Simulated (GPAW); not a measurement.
## Equation of state of Pd under PBEsol

The structure is cubic, space group Im-3m (No. 229). Conventional cell: a = 3.145 Å, b = 3.145 Å, c = 3.145 Å, α = 90.00°, β = 90.00°, γ = 90.00°. Pd (site symmetry m-3m) has 8 Pd at 2.72 Å as nearest neighbours.

This isn't the form of Pd at room conditions, which is fcc.

The cell was scaled at fixed shape and fractions and run with GPAW, PAW data sets generated for this functional, cutoff 600 eV; PBEsol, k mesh 12 × 12 × 12 on the cell of 1 atom, fermi-dirac occupations of 0.05 eV, no spin polarisation, no spin-orbit coupling. Energies are those that the program minimises, any entropy of the smearing included. For a metal such a mesh isn't converged to the digits shown.

| V (Å³/atom) | energy over the lowest row (meV/atom) |
| --- | --- |
| 14.6143 | 0.00 |
| 14.9253 | 1.82 |
| 15.2362 | 11.06 |
| 15.5471 | ? |
| 15.8581 | 48.06 |
| 16.1690 | 74.24 |
| 16.4800 | 104.63 |

Task: Fit the third-order Birch-Murnaghan form, give V0, B0 and B′, and predict the energy left open.

Result: With y = (V0/V)^(2/3), E = E0 + (9 V0 B0/16) [(y - 1)³ B′ + (y - 1)² (6 - 4y)]. Least squares through the rows shown give V0 = 14.6979 Å³/atom, E0 = -0.30 meV, B0 = 199.7 GPa (1 eV/Å³ = 160.218 GPa) and B′ = 5.54, with a largest miss of 0.01 meV. At V = 15.5471 the form with these constants gives 26.75 meV; the run gave 26.75 meV an atom.

The fitted minimum lies just above the smallest volume sampled, so the listed cell, at the volume of the omitted row, is an expanded one and its Pd-Pd distance is not the equilibrium bcc value. The large bulk modulus reflects cohesion from the hybridised 4d and sp states: compression raises the kinetic energy and the overlap repulsion steeply, while expansion gives up d-d bonding. Because the repulsion varies faster with distance than the attraction, the lattice softens as it expands, which is what the positive B′ expresses.

The recovered energy is an interpolation between close neighbours on a smooth curve, so it supports the fitted form within this range but doesn't test the functional. With only one row on the compressed side of the minimum, B′ rests mainly on the response to expansion, and extrapolation to high pressure would be much less secure. Nor does a positive bulk modulus establish that bcc Pd is metastable, since uniform scaling doesn't probe the tetragonal shear that leads towards fcc.
